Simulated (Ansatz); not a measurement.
# SiO2: checking a database structure before trusting its electric field gradients

The cell is a Materials Project structure (computed, not necessarily an observed phase).

Space group P6_322 (No. 182); a = 5.0691, c = 8.5585 Å, γ = 120.00°.

```csv
site,Wyckoff,site symmetry,x,y,z
Si,4f,3..,0.6667,0.3333,0.9371
O5,6g,.2.,0.0000,0.4213,0.0000
O10,2c,3.2,0.6667,0.3333,0.7500
```

One atom of each set is listed.

All values are calculated (Ansatz; DFT, PBE, plane waves and PAW, scalar-relativistic, 420 eV cutoff, Γ-centred 6×6×3 k-points, Fermi–Dirac smearing 0.02 eV), not measured.

(1) Do the atoms and the cell lie near the calculated equilibrium?

Results:

(1) Nearly. The largest force is 0.25 eV/Å, on atom 5 (O: 2 Si at 1.61 Å, angle 151°), and the pressure is 4.1 GPa. Relaxing the atoms is still advisable, since electric field gradients respond to shifts of a few hundredths of an ångström.
